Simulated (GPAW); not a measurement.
# KCl (Sylvite) in GPAW: convergence with displacement (A) or strain

The system is KCl (Sylvite).

```
CELL_PARAMETERS angstrom
0.00000 3.14647 3.14647
3.14647 0.00000 3.14647
3.14647 3.14647 0.00000
ATOMIC_POSITIONS crystal
K 0.00000 0.00000 0.00000
Cl 0.50000 0.50000 0.50000
```

| Quantity | Value |
| --- | --- |
| Program | GPAW 26.7.0 |
| Task | Born charges |
| Functional | BEEF-vdW |
| Potentials or basis | GPAW PAW data sets (gpaw-data 1.2.1), newer versions |
| Cutoff | 450 eV |
| Basis | pw |
| k mesh | 4 × 4 × 4 |
| Occupations | fermi-dirac, width 0.01 eV |
| Spin | no spin polarisation |

These are the settings of the first run; the series varies displacement (A) or strain, with any setting tied to it.

Hardware: 1 thread of Arm Neoverse N1, with other jobs on the host.

```tsv
displacement (A) or strain	energy less the tightest run, at zero smearing (meV/atom)	highest phonon frequency (cm⁻¹)	SCF cycles	CPU time (s)	peak memory (GiB)
0.002	0.00	150	11	240	0.38
0.005	0.00	150	11	250	0.39
0.01	0.00	150	11	240	0.39
0.02	0.00	150	11	250	0.38
0.04	0.00	150	11	250	0.38
0.08	0.00	151	11	250	0.38
0.15	0.00	151	11	250	0.39
```

Against the tightest run, the energy stays within 1 meV/atom from 0.002 on; the highest phonon frequency stays within 2 cm⁻¹ from 0.002 on. The tightest run that finished is the yardstick and may itself not be fully converged.

Caveat, for the tightest run too: the k mesh is coarse (spacing up to 0.43 Å⁻¹), so the values aren't converged; this is a loose point of a sweep; the LO-TO splitting is left out.
